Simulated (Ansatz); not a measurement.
Method: DFT PBE, scalar-relativistic, plane waves, PAW (Ansatz). All cells share a 420 eV cutoff and Γ-centred k meshes spaced at most about 0.3 Å⁻¹ (about 0.25 or finer for metals, 2π included). No spin polarisation.

Temperature and zero-point effects are left out.

Compare these two cells of Ba3HfO, each relaxed at this level.

A.

```yaml
crystal:
  lattice:
    - [7.55339, 0.00000, 0.00000]
    - [0.00000, 7.55339, 0.00000]
    - [0.00000, 0.00000, 3.97289]
  atoms:
    - { symbol: Ba, position: [0.00000, 0.50000, 0.00000] }
    - { symbol: Ba, position: [0.50000, 0.00000, 0.00000] }
    - { symbol: Ba, position: [0.50000, 0.50000, 0.00000] }
    - { symbol: Hf, position: [0.00000, 0.00000, 0.00000] }
    - { symbol: O, position: [0.00000, 0.00000, 0.50000] }
```

B.

```yaml
crystal:
  lattice:
    - [7.97030, 0.00000, 0.00000]
    - [-3.98515, 6.90248, 0.00000]
    - [0.00000, 0.00000, 4.00784]
  atoms:
    - { symbol: Ba, position: [0.50000, 0.00000, 0.00000] }
    - { symbol: Ba, position: [0.00000, 0.50000, 0.00000] }
    - { symbol: Ba, position: [0.50000, 0.50000, 0.00000] }
    - { symbol: Hf, position: [0.00000, 0.00000, 0.00000] }
    - { symbol: O, position: [0.00000, 0.00000, 0.50000] }
```

**Question.** Which is lower in energy, and by how much?

**Answer.** B is lower, by 104 meV/atom. A has space group P4/mmm (No. 123), 45.3 Å³/atom and no gap on its mesh; B has space group P6/mmm (No. 191), 44.1 Å³/atom and no gap. In A, around Ba on a site of symmetry mmm lie 2 Hf at 3.78 Å, 4 Ba at 3.78–3.97 Å and 4 O at 4.27 Å; Hf is surrounded by 2 O at 1.99 Å and 4 Ba at 3.78 Å; O has 2 Hf at 1.99 Å, 2 O at 3.97 Å and 8 Ba at 4.27 Å; 1 more site not described. In B, around Ba lie 6 Ba at 3.99–4.01 Å, 2 Hf at 3.99 Å and 4 O at 4.46 Å; around Hf lie 2 O at 2.00 Å and 6 Ba at 3.99 Å; O is surrounded by 2 Hf at 2.00 Å, 2 O at 4.01 Å and 12 Ba at 4.46 Å. Both come from invented guesses. The lowest form computed isn't among them: it has space group P4/mmm (No. 123), 35.5 Å³/atom and lies 296 meV/atom below the best shown.

These runs have no spin–orbit coupling, which can matter for Hf. Cells relaxed within their symmetry can be saddle points. Some types were kept out of the candidates beforehand, so the set may lack a known form.

Both cells contain the same straight Hf–O–Hf chains, with Hf–O distances of 1.99 and 2.00 Å, so the 104 meV/atom between them probably comes mainly from how the metals pack around those chains. In A the metal atoms form square nets, in B triangular ones. B thus gives each metal atom more metal neighbours within the layer and a smaller volume, even though the individual contacts are longer. That favours delocalised metallic bonding, which fits the electron count: oxygen can take up only a small part of the valence electrons of Ba and Hf, and neither cell has a gap.

Neither arrangement serves barium's affinity for oxygen, since the Ba–O distances of 4.27 and 4.46 Å are far too long for real bonds. The much denser form 296 meV/atom below B suggests that both frameworks are too open, and B is only the better of two unfavourable packings. Without energies for competing phases, such as the separate metals and their binary oxides, the ordering doesn't show whether Ba3HfO would form at all.
